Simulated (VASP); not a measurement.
AlN, 4 atoms in the cell. It takes space group P6_3mc (No. 186, hexagonal). Conventional cell: a = 3.129 Å, b = 3.129 Å, c = 5.016 Å, α = 90.00°, β = 90.00°, γ = 120.00°. Al (site symmetry 3m) has 4 N at 1.90 to 1.91 Å as nearest neighbours. N (site symmetry 3m) has 4 Al at 1.90 to 1.91 Å as nearest neighbours. 

```yaml
Program: VASP 6.6.1
Task: relaxation of cell and atoms
Functional: PBE
Potentials_or_basis: VASP PAW PBE potentials, release 64 (Al, N)
Cutoff: 520 eV
k_mesh: 9 × 9 × 4
Occupations: gaussian, width 0.02 eV
Spin: no spin polarisation
Further_INCAR_settings: ALGO = Normal; EDIFF = 1e-07; IBRION = 2; EDIFFG = -0.002; NSW = 80; ISIF = 3
```

Potentials or basis: VASP PAW PBE potentials, release 64 (Al, N).

Command:

```bash
$ cat potpaw_PBE.64/Al/POTCAR potpaw_PBE.64/N/POTCAR > POTCAR
$ mpirun -np 1 vasp_std > vasp.out
```

Hardware: 1 thread of Intel(R) Xeon(R) Platinum 8259CL CPU @ 2.50GHz (Skylake/Cascade Lake), on a shared host.

Problem. Estimate the wall time of this run.

Solution. Wall time 21 s on 1 thread of Intel(R) Xeon(R) Platinum 8259CL CPU @ 2.50GHz (Skylake/Cascade Lake), with other jobs on the host, peak memory 0.16 GiB. Counts: scf iterations 14, k points 36, ion steps 1.
